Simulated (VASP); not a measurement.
**TaN: electric field gradients with PBE**

Crystal: TaN.

```
Ta N
1.0
     2.93800    0.01469    0.00000
    -1.45628    2.53704    0.00000
     0.00000    0.00000    2.88300
Ta N
1 1
Direct
  0.33333 0.66667 0.50000
  0.00000 0.00000 0.00000
```

The cell isn't the ideal one: xy shear strain of +1 %, PAW files.

- Program: VASP 6.6.1
- Task: electric field gradients
- Functional: PBE
- Potentials or basis: VASP PAW PBE potentials, release 64 (Ta_pv, N)
- Cutoff: 520 eV
- k mesh: 12 × 12 × 10
- Occupations: fermi-dirac, width 0.02 eV
- Spin: no spin polarisation
- Dipole correction: no
- Further INCAR settings: ALGO = Fast; EDIFF = 1e-08; NBANDS = 15

The pressure is 5.4 GPa. The largest force is 0.019 eV/Å and the band gap on the k mesh is none (metal or under the smearing width).

Forces in eV/Å, atoms in the order of the input:
```
Ta   0.019  0.000  0.000
N   -0.019  0.000  0.000
```

Stress tensor (GPa, compression positive):
```
 4.92 -2.24  0.00
-2.24  5.10  0.00
 0.00  0.00  6.26
```

Levels at points of the mesh, in eV from the Fermi level:
| k point | band 5 | band 6 | band 7 | band 8 | band 9 | band 10 | band 11 | band 12 |
| --- | --- | --- | --- | --- | --- | --- | --- | --- |
| (0.00, 0.00, 0.00) | -4.72 | -4.60 | -4.30 | -3.02 | 2.12 | 3.43 | 3.56 | 3.89 |
| (0.50, 0.00, 0.00) | -8.39 | -5.28 | -3.58 | -3.24 | 2.97 | 3.94 | 5.15 | 5.19 |
| (0.00, 0.50, 0.00) | -8.38 | -5.28 | -3.57 | -3.28 | 2.93 | 3.92 | 5.13 | 5.21 |
| (0.50, 0.50, 0.00) | -8.36 | -5.28 | -3.55 | -3.32 | 2.88 | 3.91 | 5.11 | 5.23 |
| (0.00, 0.00, 0.50) | -9.44 | -3.86 | -3.82 | -0.28 | -0.07 | 2.31 | 3.19 | 3.30 |
| (0.50, 0.00, 0.50) | -7.41 | -6.27 | -5.71 | -0.51 | 4.08 | 5.23 | 5.93 | 6.98 |
| (0.00, 0.50, 0.50) | -7.41 | -6.28 | -5.77 | -0.46 | 4.07 | 5.25 | 5.96 | 6.99 |
| (0.50, 0.50, 0.50) | -7.42 | -6.29 | -5.84 | -0.40 | 4.05 | 5.29 | 5.97 | 7.00 |

Electric field gradients, principal values (V/Å²):
| atom | Vxx | Vyy | Vzz |
| --- | --- | --- | --- |
| 1 Ta | 2.603 | 19.959 | -22.562 |
| 2 N | 0.594 | 0.627 | -1.221 |

Wall time 110 s on 1 thread of Intel(R) Xeon(R) Platinum 8488C (Sapphire Rapids), with other jobs on the host, peak memory 0.26 GiB.

The run has no spin-orbit coupling, so splittings on Ta are missing.
